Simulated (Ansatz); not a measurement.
Mg:

```xyz
2
Lattice="3.2093 0.0000 0.0000 -1.6046 2.7793 0.0000 0.0000 0.0000 5.2103" Properties=species:S:1:pos:R:3 pbc="T T T"
Mg    1.6047    0.9264    3.9077
Mg    0.0000    1.8529    1.3026
```

* Program: Ansatz 0.2.0
* Task: relaxation of cell and atoms
* Functional: HSEsol
* Potentials or basis: Ansatz PAW
* Cutoff: 420 eV (not typed: the program's choice for these potentials)
* k mesh: 5 × 5 × 3
* Occupations: fermi-dirac, width 0.05 eV
* Spin: no spin polarisation

At the start: volume 23.24 Å³/atom.

Q: How do energy, volume and symmetry change on relaxing?

A: It ends after 5 steps and the volume is 22.61 Å³/atom (-2.7 %); space group P6_3/mmc (No. 194, to 0.05 Å).

Step by step:
```csv
step,energy change (eV),largest force (eV/Å),volume (Å³)
1,0.0000,0.0000,46.47
2,-0.0044,0.0000,45.43
3,-0.0045,0.0000,45.18
4,-0.0045,0.0000,45.22
5,-0.0045,0.0000,45.22
```

Final structure:
```xyz
2
Lattice="3.1729 0.0000 0.0000 -1.5865 2.7478 0.0000 0.0000 0.0000 5.1861" Properties=species:S:1:pos:R:3 pbc="T T T"
Mg    1.5865    0.9159    3.8896
Mg    0.0000    1.8319    1.2965
```

Caveat: the k mesh is coarse (spacing up to 0.45 Å⁻¹), so the values aren't converged, least of all with exact exchange; the plane-wave basis is chosen anew once the cell has moved, so the energies of steps on either side of that aren't comparable; the PAW data sets come from PBE, with cores solved anew for the run's functional, which leaves a small shift of forces and pressure.
